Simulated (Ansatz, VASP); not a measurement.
## SnO in VASP and in Ansatz

```
Sn O
1.0
     3.72439    0.00000    0.00000
     0.00000    3.72439    0.00000
     0.00000    0.00000    4.73728
Sn O
2 2
Direct
  0.00000 0.50000 0.23850
  0.50000 0.00000 0.76150
  0.00000 0.00000 0.00000
  0.50000 0.50000 0.00000
```

Change from the starting cell: volume scaled by 0.94, crystal datasets.

Alike in both runs: task electric field gradients; functional LDA; k mesh 6 × 6 × 5; occupations fermi-dirac, width 0.02 eV; no spin polarisation.

|  | VASP | Ansatz |
| --- | --- | --- |
| version | VASP 6.6.1 | Ansatz 0.2.0 |
| potentials or method | VASP PAW LDA potentials, release 64 (Sn_d, O), cutoff 520 eV | all-electron PAW with datasets made for the crystal, scalar-relativistic |

Ansatz gave:

| Quantity | Value |
| --- | --- |
| pressure (GPa) | 3.5 |
| largest component of the traceless stress (GPa) | 0.82 |
| rms of the force components (eV/Å) | 0.285 |
| Vzz of the field gradient on the site that differs most (V/Å²) | -177.6 |

**Question.** Which values does VASP return?

**Answer.** Pressure (GPa): 3.9; largest component of the traceless stress (GPa): 0.82; rms of the force components (eV/Å): 0.336; Vzz of the field gradient on the site that differs most (V/Å²): -172.1.

Atom by atom the forces differ by 0.051 eV/Å (rms over components). Ansatz ran all-electron here, so the differences hold the error of VASP's frozen core and of both bases. Ansatz warned: «gradients_without_spin_orbit».
